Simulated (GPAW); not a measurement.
Set up this calculation in GPAW 26.7.0, as an ASE script.

- Task: relaxation of cell and atoms
- Functional: PBEsol
- Potentials or basis: PAW data sets generated in the run's folder for this functional
- Cutoff: 600 eV
- Basis: pw
- k mesh: 8 × 8 × 5
- Occupations: fermi-dirac, width 0.05 eV
- Spin: no spin polarisation
- Target pressure: 5 GPa
- Maxiter: 150
- Optimizer: BFGS
- Fmax: 0.02 eV/Å
- Max steps: 60
- Target pressure: 5 GPa
- Convergence: density=1e-05 forces=0.0001

Ru:

```xyz
2
Lattice="2.7058 0.0000 0.0000 -1.3529 2.3433 0.0000 0.0000 0.0000 4.2819" Properties=species:S:1:pos:R:3 pbc="T T T"
Ru    1.3529    0.7811    3.2114
Ru    0.0000    1.5622    1.0705
```

One way to write it, as run:

run.py

```python
from ase import Atoms
from ase.filters import FrechetCellFilter
from ase.io import write
from ase.optimize import BFGS
from ase.units import GPa
from gpaw import GPAW, PW, setup_paths

setup_paths.insert(0, '.')

atoms = Atoms(['Ru', 'Ru'],
              cell=[[2.7058, 0.0, 0.0],
                    [-1.3529, 2.3432915376, 0.0],
                    [0.0, 0.0, 4.2819]],
              scaled_positions=[[0.6666666667, 0.3333333333, 0.75],
                                [0.3333333333, 0.6666666667, 0.25]],
              pbc=True)

calc = GPAW(mode=PW(600),
            xc='PBEsol',
            kpts={'size': (8, 8, 5), 'gamma': True},
            occupations={'name': 'fermi-dirac', 'width': 0.05},
            nbands=29,
            convergence={'density': 1e-05, 'forces': 0.0001},
            maxiter=150,
            txt='gpaw.txt')
atoms.calc = calc
opt = BFGS(FrechetCellFilter(atoms, scalar_pressure=5 * GPa), trajectory='relax.traj', logfile='-')
done = opt.run(fmax=0.02, steps=60)
calc.write('gs.gpw')
write('result.traj', atoms)
print('Converged:', done)
print('Cell:', atoms.cell.cellpar().round(4))
print('Volume:', round(atoms.get_volume(), 4))
print(atoms.get_scaled_positions().round(5))
```

Potentials or basis: PAW data sets generated in the run's folder for this functional, pw.

Launch:

```sh
$ gpaw-setup -f PBEsol Ru
$ OMP_NUM_THREADS=1 python run.py
```

Results of the run:

| Quantity | Value |
| --- | --- |
| Relaxed volume | 13.08 Å³/atom |
| Relaxed cell | a = 2.674 Å, b = 2.674 Å, c = 4.227 Å, α = 90.00°, β = 90.00°, γ = 120.00° |
| Space group after relaxing (to 0.05 Å) | P6_3/mmc (No. 194) |
| Energy change on relaxing (the enthalpy is what falls) | -3.5 meV/atom |
| Ionic steps | 4 |
| Pressure after relaxing | 5.0 GPa |
| Band gap on the k mesh | none (metal or under the smearing width) |

Caveat: later steps reuse the first step's grids.

It took 2.1 min on 1 thread of Intel(R) Xeon(R) Processor @ 2.50GHz (Skylake/Cascade Lake), on a shared host, peak memory 0.2 GiB.
